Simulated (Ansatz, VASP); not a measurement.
**Cross-check of C between VASP and Ansatz**

Aim: how closely do two programs agree when they are given the same cell, functional and k mesh? The cell is a member of a volume series, scaled by 1.015 from a relaxed one, so a pressure remains.

Calculated with Ansatz 0.2.0; plane waves, with VASP 6.6.1 beside it; single point at HSE06.

## (1) Starting point

It takes space group Fd-3m (No. 227, cubic). The conventional cell has a = 3.566 Å, b = 3.566 Å, c = 3.566 Å, α = 90.00°, β = 90.00°, γ = 90.00°. Nearest to C lie 4 C at 1.54 Å.

## (2) VASP: single point, HSE06, volume scaled by 1.015

With cell and atoms fixed, the geometry can't cause a difference; cores, projectors, grids and the points listed under the comparison can.

Lines of VASP's logs that name or quote its potential files are left out, and so is its time.

The run reads the wave functions of an earlier VASP run, which isn't shown here.

The input asks for a relaxation, which ended at its first step since no free force or stress exceeded the threshold; so it serves as a single point.

INCAR reads:

```
SYSTEM = C
PREC = Accurate
ENCUT = 520
EDIFF = 1E-06
NELM = 100
ISMEAR = 0
SIGMA = 0.03
LREAL = .FALSE.
ALGO = Normal
LHFCALC = .TRUE.
AEXX = 0.25
GGA = PE
HFSCREEN = 0.2
LASPH = .TRUE.
NBANDS = 10
PRECFOCK = Fast
LORBIT = 11
LWAVE = .FALSE.
LCHARG = .FALSE.
KPAR = 4
IBRION = 2
NSW = 30
ISIF = 4
EDIFFG = -0.01
```

POSCAR reads:

```
C
1.0
    0.0000000000      1.7827515114      1.7827515114
    1.7827515114      0.0000000000      1.7827515114
    1.7827515114      1.7827515114      0.0000000000
C
2
Direct
    0.0000000000      0.0000000000      0.0000000000
    0.2500000000      0.2500000000      0.2500000000
```

KPOINTS reads:

```
Automatic mesh
0
Gamma
7 7 7
0 0 0
```

The projector-augmented-wave data sets are C (PBE family, release 64).

Started as:

```console
$ mpirun -np 4 vasp_std
```

Numbers of over 12 decimals in the logs are rounded to 6 here.

What it wrote:

```text
[banner, memory and clock lines left out]
running    4 mpi-ranks, on    1 nodes
 distrk:  each k-point on    1 cores,    4 groups
 distr:  one band on    1 cores,    1 groups

 POSCAR found type information on POSCAR C
 POSCAR found :  1 types and       2 ions
 LDA part: xc-table for (Slater+PW92), standard interpolation
 found WAVECAR, reading the header
 POSCAR, INCAR and KPOINTS ok, starting setup
 FFT: planning ... GRIDC
 FFT: planning ... GRID_SOFT
 FFT: planning ... GRID
 reading WAVECAR
 the WAVECAR file was read successfully
 initial charge from wavefunction
 entering main loop
       N       E                     dE             d eps       ncg     rms          rms(c)
DAV:   1    -0.210846126444E+02   -0.21085E+02   -0.30460E-01   418   0.434E+00    0.640E-01
DAV:   2    -0.210867318213E+02   -0.21192E-02   -0.40165E-03   440   0.540E-01    0.405E-01
DAV:   3    -0.210864391505E+02    0.29267E-03   -0.69053E-05   452   0.847E-02    0.232E-01
DAV:   4    -0.210863260560E+02    0.11309E-03   -0.21404E-05   424   0.470E-02    0.132E-01
DAV:   5    -0.210862889252E+02    0.37131E-04   -0.90964E-06   418   0.295E-02    0.752E-02
DAV:   6    -0.210862772831E+02    0.11642E-04   -0.32787E-06   408   0.175E-02    0.433E-02
DAV:   7    -0.210862735607E+02    0.37224E-05   -0.11749E-06   212   0.106E-02    0.248E-02
DAV:   8    -0.210862725655E+02    0.99521E-06   -0.45558E-07   212   0.693E-03
   1 F= -.21086273E+02 E0= -.21086273E+02  d E =-.210863E+02
 curvature:   0.00 expect dE= 0.000E+00 dE for cont linesearch  0.000E+00
 trial: gam= 0.00000 g(F)=  0.122E-44 g(S)=  0.607E-33 ort = 0.000E+00 (trialstep = 0.100E+01)
 search vector abs. value=  0.100E-09
 reached required accuracy - stopping structural energy minimisation
```

OUTCAR, selected parts (step 2):

```text
ion  position               nearest neighbor table
   1  0.000  0.000  0.000-   2 1.54   2 1.54   2 1.54   2 1.54
   2  0.250  0.250  0.250-   1 1.54   1 1.54   1 1.54   1 1.54

  LATTYP: Found a face centered cubic cell.
 ALAT       =     3.5655030228

 Subroutine GETGRP returns: Found 48 space group operations
 (whereof 24 operations were pure point group operations)

The static configuration has the point symmetry T_d .
 The point group associated with its full space group is O_h .

 Found     20 irreducible k-points:

   k-points           NKPTS =     20   k-points in BZ     NKDIM =    343   number of bands    NBANDS=     10

   dimension x,y,z NGX =    20 NGY =   20 NGZ =   20
   dimension x,y,z NGXF=    40 NGYF=   40 NGZF=   40

   ENCUT  =  520.0 eV  38.22 Ry    6.18 a.u.   4.69  4.69  4.69*2*pi/ulx,y,z

   NELECT =       8.0000    total number of electrons

 k-points in reciprocal lattice and weights: Automatic mesh
   0.00000000  0.00000000  0.00000000       0.003
   0.14285714  0.00000000  0.00000000       0.023
   0.28571429  0.00000000  0.00000000       0.023
   0.42857143  0.00000000  0.00000000       0.023
   0.14285714  0.14285714  0.00000000       0.017
   0.28571429  0.14285714  0.00000000       0.070
   0.42857143  0.14285714  0.00000000       0.070
  -0.42857143  0.14285714  0.00000000       0.070
  -0.28571429  0.14285714  0.00000000       0.070
[...]
-0.42857143  0.42857143  0.14285714       0.070
  -0.28571429  0.42857143  0.14285714       0.070

  exchange ACFDT corr.  =         0.00000000  see jH, gK, PRB 81, 115126

 average (electrostatic) potential at core
       1 -41.6205       2 -41.6205

 E-fermi :   9.2694

 k-point     1 :       0.0000    0.0000    0.0000
  band No.  band energies     occupation
      1     -14.4406      2.00000
      2       9.1153      2.00000
      3       9.1153      2.00000
      4       9.1153      2.00000
      5      16.1124      0.00000
      6      16.1124      0.00000
      7      16.1124      0.00000
      8      24.4274      0.00000
      9      29.9967      0.00000
    ...

 k-point     2 :       0.1429    0.0000    0.0000
  band No.  band energies     occupation
      1     -13.8296      2.00000
      2       5.8862      2.00000
      3       8.2510      2.00000
      4       8.2510      2.00000
      5      17.2574      0.00000
      6      17.2574      0.00000
      7      17.6828      0.00000
      8      24.9434      0.00000
      9      30.9098      0.00000
    ...

 k-point     3 :       0.2857    0.0000    0.0000
  band No.  band energies     occupation
      1     -12.0226      2.00000
      2       0.5562      2.00000
      3       6.9224      2.00000
      4       6.9224      2.00000
      5      18.7612      0.00000
      6      18.7612      0.00000
      7      18.9920      0.00000
      8      26.0980      0.00000
      9      31.7338      0.00000
    ...

  Total       -0.4836566     -0.4836566     -0.4836566     -0.0000000      0.0000000      0.0000000
  in kB      -68.3825529    -68.3825529    -68.3825529     -0.0000000      0.0000000      0.0000000
  external PRESSURE =     -68.3825529 kB  Pullay stress =       0.0000000 kB

  energy-cutoff  :      520.00
  volume of cell :       11.33
      direct lattice vectors                 reciprocal lattice vectors
     0.000000000  1.782751511  1.782751511    -0.280465335  0.280465335  0.280465335
     1.782751511  0.000000000  1.782751511     0.280465335 -0.280465335  0.280465335
     1.782751511  1.782751511  0.000000000     0.280465335  0.280465335 -0.280465335

 POSITION                                       TOTAL-FORCE (eV/Angst)
 -----------------------------------------------------------------------------------
      0.00000      0.00000      0.00000         0.000000      0.000000      0.000000
      0.89138      0.89138      0.89138        -0.000000     -0.000000     -0.000000
 -----------------------------------------------------------------------------------
    total drift:                                0.000000     -0.000000      0.000000

  FREE ENERGIE OF THE ION-ELECTRON SYSTEM (eV)
  ---------------------------------------------------
  free  energy   TOTEN  =       -21.0862725655 eV

  energy  without entropy=      -21.0862725655  energy(sigma->0) =      -21.08627257

 reached required accuracy - stopping structural energy minimisation

 total charge
# of ion       s       p       d       tot
------------------------------------------
    1        0.834   1.743   0.000   2.577
    2        0.834   1.743   0.000   2.577
--------------------------------------------------
tot          1.668   3.486   0.000   5.154

[... 3 further parts left out ...]
```

CONTCAR:

```
C
   1.00000000000000
     0.0000000000000000    1.7827515114000001    1.7827515114000001
     1.7827515114000001    0.0000000000000000    1.7827515114000001
     1.7827515114000001    1.7827515114000001    0.0000000000000000
  C
     2
Direct
     0.0000000000000000    0.0000000000000000    0.0000000000000000
     0.2500000000000000    0.2500000000000000    0.2500000000000000
```

## (3) Ansatz: single point, HSE06, volume scaled by 1.015

Ansatz runs on its default PAW (the set named soft_2) files.

The same cell, functional, mesh and smearing now go to Ansatz, which takes its cutoff from its data sets.

input.yaml reads:

```yaml
crystal:
  lattice:
    - [0.0, 1.78275151, 1.78275151]
    - [1.78275151, 0.0, 1.78275151]
    - [1.78275151, 1.78275151, 0.0]
  atoms:
    - { symbol: C, position: [0.0, 0.0, 0.0] }
    - { symbol: C, position: [0.25, 0.25, 0.25] }
hamiltonian:
  xc: { exchange: pbe, correlation: pbe, exx: { coeff: 0.25, omega: 0.2 } }
  pseudopotentials: { kind: paw }
kpoints:
  mp_grid: { grid: [7, 7, 7] }
scf:
  occupations: { method: gaussian, width: 0.03 }
  n_extra_bands: 4
output:
  forces: true
  stress: true
  eigenvalues: true
  write_density: true
  write_potential: true
  elf: true
  volumetric_format: npy
```

Started as:

```console
$ ansatz run input.yaml --threads 4 --pin off --max-ram 9216MiB --backend cpu --events-out ev --progress --plain --runs-dir out
```

What it wrote:

```text
Warning: output.stress: scf.convergence.dr2_threshold = 1e-7 eV (the SCF's general default) is looser than the 2e-10 eV advised for a printed stress (1e-10 eV for each atom of the cell: 2). What an SCF threshold leaves in a stress goes as its square root, and in the free energy as the threshold itself, and one threshold admits the most on a small cell: [figures from the program's tests cut] Set scf.convergence.dr2_threshold to 2e-10 eV or tighter. The threshold is an SCF's pass mark: one that does not reach it within its budget of iterations ends unconverged, or closes short of it on a stop that the run arms, and scf.convergence.dr2_threshold's page says what that costs each kind of run
Warning: output.stress: scf.exx.energy_threshold = 1e-6 eV is looser than the 2e-8 eV advised for a stress under a hybrid functional (1e-8 eV for each atom of the cell: 2). Every SCF of the exchange loop can meet its threshold on dr2 while the loop round them stops early: no threshold on dr2 bounds what that leaves in the stress. Set scf.exx.energy_threshold to 2e-8 eV or tighter. The threshold is the loop's pass mark: a loop that does not reach it within its budget of cycles ends unconverged, and scf.exx.energy_threshold's page has the law
scf.n_extra_bands = 4 over 4 filled bands (N_el = 8.0): the run solves 8 bands
Engine: ansatz 0.2.0, aarch64-unknown-linux-gnu
Pseudopotentials: kind: paw
Pseudopotential: C, paw, valence charge 4, recommended cutoff 420 eV (normal), C.paw.azcp
Functional definition: unnamed
  parameter a_1 = 0.25
  parameter omega_1 = 0.2/angstrom
  exchange = pbe_x + (-a_1)*pbe_x_sr(omega_1) + a_1*exact_x_sr(omega_1)
  correlation = pbe_c
Crystal: 2 atoms, lattice volume = 11.332 Å³
Basis set: ecut = 420 eV, 229 PW (Γ), exchange–correlation on 36×36×36 points (8 copies of the dense FFT grid, shifted against one another)
Bands: 8, of which v1, the nominal top of the filled ones, is band 4 counted from 1 (3 counted from 0)
Symmetry: 48 space group operations
Space group: Fd-3m (ITA 227), of the structure as read, at distance tolerance 2.2e-5 Å
k-points: 20 of 343
Non-local potential: C, projectors of the file, l = 0: 2, l = 1: 2, l = 2: 1
PAW form: soft (Blöchl's): semilocal exchange-correlation on the pseudo side does not see the compensation charge
PAW frozen core: C, regenerated for the run's functional, and the local potential with it (the file was generated under x = pbe(κ = 0.804, μ = 0.219515), c = pbe(β = 0.066725))
PAW one-centre angular grid: C, 110 points (default); XC on 64 Gauss nodes
Initial density: superposition of atomic densities (neutral atoms: chi_scale 0, normalization atom), corrected by the library's trained network
Initial wavefunctions: pseudopotential atomic-orbital guess
Functional: x = pbe(κ = 0.804, μ = 0.219515), c = pbe(β = 0.066725), warm-up for x = pbe(κ = 0.804, μ = 0.219515) + 0.25 (exact − pbe) at short range (hse, ω = 0.2 Å⁻¹), c = pbe(β = 0.066725)
SCF iter   1: F=—  HF=-501.612578 eV  |F-HF|=—  |Δ(HF+E_count)|=         —  Δρ=1.70e-3  dr2=8.69e-5  ethr=1.77e-3  ⟨swp⟩=2.0  Hψ=1001  notcnv=0
preconditioner: auto → none  [insulator: Δε(μ)=4.279 eV  Ē_g=19.645 eV  σ=0.030 eV  W_gap=1.00  n_scr=0 (ndim 8)  ℏωp=31.2 eV  f_vac=0.000  D(μ)=0.00/eV (n_scr^D=0)]
SCF iter   2: F=-501.612768 eV  HF=-501.612717 eV  |F-HF|=5.08e-5  |Δ(HF+E_count)|=   1.39e-4  Δρ=8.32e-4  dr2=1.71e-5  ethr=1.09e-6  ⟨swp⟩=2.0  Hψ=241  notcnv=0
SCF 1 stopped early in 2 iterations: F = -501.612768 eV  dr2 = 1.71e-5
  greatest PAW one-centre occupation: 0.644 electrons in one spin orbital (limit 2), on the C atom at site 1 (counted from 0), in its partial waves of l = 0
Initial density: handed on by an earlier stage of this run
Initial wavefunctions: those handed on with the density
Functional: x = pbe(κ = 0.804, μ = 0.219515) + 0.25 (exact − pbe) at short range (hse, ω = 0.2 Å⁻¹), c = pbe(β = 0.066725)
Exchange kernel: α = 0.2500, screened, ω = 0.2000 Å⁻¹, Wigner–Seitz truncation, v(0) = 1117.0392 eV·Å³, q-mesh 7×7×7, nearest image of the exchange supercell L = 17.65 Å, pair-density grid 12×12×12, without the augmentation charges, whose exchange is taken in its separable form by FFT convolution over the k-point mesh (sized by the pseudopotential files, 15×15×15 at the most), smooth part of the exact exchange by density-matrix convolution
Frozen-core exchange: fock
SCF iter   1: F=—  HF=-501.764818 eV  |F-HF|=—  |Δ(HF+E_count)|=         —  Δρ=9.97e-3  dr2=4.63e-3  ethr=2.14e-6  ⟨swp⟩=5.5  Hψ=745  notcnv=0
preconditioner: auto → none  [insulator: Δε(μ)=5.375 eV  Ē_g=22.239 eV  σ=0.030 eV  W_gap=1.00  n_scr=0 (ndim 8)  ℏωp=31.2 eV  f_vac=0.000  D(μ)=0.00/eV (n_scr^D=0)]
SCF iter   2: F=—  HF=-501.763014 eV  |F-HF|=—  |Δ(HF+E_count)|=   1.80e-3  Δρ=4.23e-3  dr2=7.42e-4  ethr=2.14e-6  ⟨swp⟩=3.0  Hψ=402  notcnv=0
SCF iter   3: F=—  HF=-501.764499 eV  |F-HF|=—  |Δ(HF+E_count)|=   1.49e-3  Δρ=8.88e-4  dr2=2.65e-5  ethr=2.14e-6  ⟨swp⟩=3.0  Hψ=355  notcnv=0
iter 4 solved again at ethr=8.50e-9 eV; its pass at ethr=3.10e-7 eV (dr2=6.80e-7 eV) is discarded
SCF iter   4: F=-501.764489 eV  HF=-501.764489 eV  |F-HF|=2.40e-7  |Δ(HF+E_count)|=   9.99e-6  Δρ=1.42e-4  dr2=1.90e-6  ethr=8.50e-9  ⟨swp⟩=2.2  Hψ=562  notcnv=0
SCF 2 stopped early in 4 iterations: F = -501.764489 eV  dr2 = 1.90e-6
  greatest PAW one-centre occupation: 0.647 electrons in one spin orbital (limit 2), on the C atom at site 1 (counted from 0), in its partial waves of l = 0
hybrid outer 1: dexx = +2.012e-3 eV, tail = 1.28e-5 eV
Exchange kernel: α = 0.2500, screened, ω = 0.2000 Å⁻¹, Wigner–Seitz truncation, v(0) = 1117.0392 eV·Å³, q-mesh 7×7×7, nearest image of the exchange supercell L = 17.65 Å, pair-density grid 12×12×12, without the augmentation charges, whose exchange is taken in its separable form by FFT convolution over the k-point mesh (sized by the pseudopotential files, 15×15×15 at the most), smooth part of the exact exchange by density-matrix convolution
Frozen-core exchange: fock
SCF iter   1: F=—  HF=-501.764547 eV  |F-HF|=—  |Δ(HF+E_count)|=         —  Δρ=9.00e-5  dr2=3.30e-7  ethr=8.02e-7  ⟨swp⟩=3.2  Hψ=364  notcnv=0
preconditioner: auto → none  [insulator: Δε(μ)=5.435 eV  Ē_g=22.244 eV  σ=0.030 eV  W_gap=1.00  n_scr=0 (ndim 8)  ℏωp=31.2 eV  f_vac=0.000  D(μ)=0.00/eV (n_scr^D=0)]
SCF iter   2: F=-501.764547 eV  HF=-501.764547 eV  |F-HF|=4.77e-9  |Δ(HF+E_count)|=   1.29e-8  Δρ=1.75e-5  dr2=1.03e-8  ethr=3.14e-9  ⟨swp⟩=3.0  Hψ=317  notcnv=0
SCF 3 converged in 2 iterations: F = -501.764547 eV  dr2 = 1.03e-8
  Residual-converged pass: ⟨swp⟩=3.0  Hψ=291  notcnv=0  max |occ|·‖R‖ = 2.4e-6 eV (tolerance 2.4e-6 eV)  dr2=1.03e-8  dr2_onsite=9.29e-10  max |Δocc| = 0.0e0
hybrid outer 2: dexx = +1.253e-7 eV, tail = 2.63e-8 eV, Δε = 2.29e-3 eV (about 1.28e-4 eV left of the loop's levels)
hybrid SCF converged: 2 outer / 6 inner (+2 warm-up), last move |dexx| = 1.25e-7 eV, tail = 2.63e-8 eV
Stability not checked: this state was not tested for a lower state beside it, because the functional holds exact exchange (a hybrid, or Hartree-Fock), whose exchange loop this test does not read (fock_operator; see scf.lower_state_search)
Free energy (F): -501.764547 eV
Frozen-core exchange: fock
Harris-Foulkes:  -501.764547 eV  (|F-HF|=4.77e-9)
Internal energy: -501.764547 eV  (E = F + TS)
E sigma→0 (E₀):  -501.764547 eV
Fermi energy:    15.421480 eV
--- Per-component energies (eV) ---
  E_band       = 22.802482
  E_kinetic    = 184.092968
  E_local      = -120.575252  (includes V_loc(G=0)·N_el)
  E_nonlocal   = 52.236371
  E_hartree    = 26.446030
  E_xc         = -78.812664
  E_vxc        = -96.868513  (∫ρ·V_xc dr)
  E_exx        = -18.425037  (= α·E_x^exact, valence–valence)
  E_paw        = -198.610441  (= ΣΔE_a)
  E_vpaw       = -12.125173  (= ΣTr[D̂ρ^β])
  E_aug_tail   = 0.000017  (compensation charges beyond the density's cutoff)
  E_ewald      = -348.082082
  E_core_change = -0.034457  (= ΣΔE_core)
  E_smearing   = -0.000000  (= −TS)
  E_closure    = 0.000000  (closes the sum)
  Σ components = -501.764547   (vs F -501.764547, Δ=5.68e-14)
--- Forces (eV/Å), atoms counted from 1 ---
  atom   1  C      0.00000000    -0.00000000    -0.00000000
  atom   2  C     -0.00000000    -0.00000000     0.00000000
  max |Σ_I F_I| component: 6.01e-17 eV/Å
--- Stress (GPa, compression-positive) ---
       -7.743466      -0.000000      -0.000000
       -0.000000      -7.743466      -0.000000
        0.000000       0.000000      -7.743466
  P = ⅓ Tr σ = -7.7435 GPa (-77.435 kbar)
--- Band table (eV; the first three rows and the last of 20) ---
  k-point 0: bands = ["-10.8457", "12.7041", "12.7041", "12.7041", "19.7075", "19.7075", "19.7075", "27.9732"]
  k-point 1: bands = ["-10.2353", "9.4748", "11.8380", "11.8380", "20.8512", "20.8512", "21.2733", "28.4933"]
  k-point 2: bands = ["-8.4293", "4.1459", "10.5080", "10.5080", "22.3563", "22.3563", "22.5739", "29.6611"]
  k-point 19: bands = ["-1.6858", "0.1659", "2.7591", "5.5228", "22.2791", "26.1678", "27.5153", "28.3375"]
```

The job ended after 2.5 s (4 threads of Arm Neoverse V2, shared host; peak memory 0.45 GiB).

The column dr2 measures how far the density is from self-consistency, as an energy; F and HF (Harris–Foulkes) agree once it is small.

The run ends at a pressure of -7.74 GPa.

## (4) Side by side

Known differences besides the potentials themselves: exact exchange at q = 0 is treated differently, which shows on coarse meshes; VASP keeps PBE cores, Ansatz makes them for the functional; the cutoff is 420 eV in Ansatz and 520 eV in VASP; VASP takes a coarser grid for exact exchange (PRECFOCK = Fast). Total energies have different zeros and are not compared.

Both answers:

```tsv
quantity	Ansatz	VASP	difference
pressure (GPa)	-7.74	-6.84	-0.91
pressure without Ansatz's Pulay correction (GPa)	-8.55	-6.84	-1.71
gap on the k mesh (eV)	5.435	5.426	+0.009
```

A gap on the mesh is an upper bound, since the band edges may lie between its points. Ansatz's pressure holds a Pulay correction of 0.81 GPa; VASP's holds none.

## (5) What came out

- difference in gap on the k mesh (single point, HSE06, volume scaled by 1.015): 0.0088 eV
- difference in pressure (single point, HSE06, volume scaled by 1.015): -0.91 GPa

In words: The difference in pressure is -0.91 GPa (single point, HSE06, volume scaled by 1.015), within the 1 GPa picked in this series as the mark of a large difference. How closely two codes agree says nothing of how well the functional describes the real material.

[Lines on the potential files, build, host, timing and source positions are cut from VASP's logs without a mark.]

[Logs are printed without paths, hosts, clocks, repeated set-up lines and the standing remarks that a program may print on its own settings, such as how far it seeks lower states.]

[Hosts, paths, dates, database ids (printed as entryN), source tags and the programs' standing remarks are cut or masked in the printed files.]
